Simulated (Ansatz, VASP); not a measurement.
## One calculation of Mg2ZnO3, two programs

INCAR

```
PREC     = Accurate       # precision mode
ENCUT    = 520            # plane-wave cutoff, eV
EDIFF    = 1E-7           # SCF threshold, eV
ISMEAR   = 0              # smearing method
SIGMA    = 0.01           # smearing width, eV
LREAL    = False          # projectors in reciprocal space
LASPH    = True           # aspherical terms in the spheres
NELM     = 60             # most SCF steps
ALGO     = Normal         # electronic algorithm
ISIF     = 2              # what is computed and relaxed
LWAVE    = False          # write WAVECAR
LCHARG   = False          # write CHGCAR
GGA      = PS             # functional
NBANDS   = 26             # bands
```

The input KPOINTS:

```
Automatic mesh
0
Gamma
  7 7 3
```

Contents of POSCAR:

```
Mg2ZnO3
1.0
    3.0329990000      0.0000000000      0.0000000000
   -1.5164990000      2.6266540000      0.0000000000
    0.0000000000      0.0000000000      7.4033160000
Mg Zn O
2 1 3
Direct
    0.3333333333      0.6666666667      0.6658000000
    0.6666666667      0.3333333333      0.3342000000
    0.0000000000      0.0000000000      0.0000000000
    0.3333333333      0.6666666667      0.1726190000
    0.6666666667      0.3333333333      0.8273810000
    0.0000000000      0.0000000000      0.5000000000
```

Input for Ansatz:

```yaml
crystal:
  lattice:
    - [3.032999, 0.0, 0.0]
    - [-1.516499, 2.626654, 0.0]
    - [0.0, 0.0, 7.403316]
  atoms:
    - { symbol: Mg, position: [0.3333333333333333, 0.6666666666666666, 0.6658] }
    - { symbol: Mg, position: [0.6666666666666666, 0.3333333333333333, 0.3342] }
    - { symbol: Zn, position: [0.0, 0.0, 0.0] }
    - { symbol: O, position: [0.3333333333333333, 0.6666666666666666, 0.172619] }
    - { symbol: O, position: [0.6666666666666666, 0.3333333333333333, 0.827381] }
    - { symbol: O, position: [0.0, 0.0, 0.5] }
accuracy: low
kpoints:
  mp_grid:
    grid: [7, 7, 3]
hamiltonian:
  xc: pbesol
  pseudopotentials:
    kind: paw
scf:
  occupations:
    method: fixed
  eigensolver:
    kind: davidson
    mixed_precision: false
output:
  eigenvalues: true
```

The cell comes from a database or a generator and needn't be the stable form of this composition.

Alike in both runs: task single point; functional PBEsol; k mesh 7 × 7 × 3; no spin polarisation.

|  | VASP | Ansatz |
| --- | --- | --- |
| version | VASP 6.6.1 | Ansatz 0.2.0 |
| potentials or method | VASP PAW PBE potentials, release 64 (Mg, Zn, O) | plane waves, PAW |
| plane-wave cutoff (eV) | 520 | 420 |
| occupations | gaussian, width 0.01 eV | fixed |
| valence electrons in the cell | 34 | 50 |

|  | VASP | Ansatz | Ansatz less VASP |
| --- | --- | --- | --- |
| gap on the k mesh at the Fermi level (eV) | 2.80 | 2.82 | +0.016 |

The two sets of potentials don't hold the same shells in valence.

Caveats: an odd mesh through Γ misses points on the zone boundary, where band edges often lie.
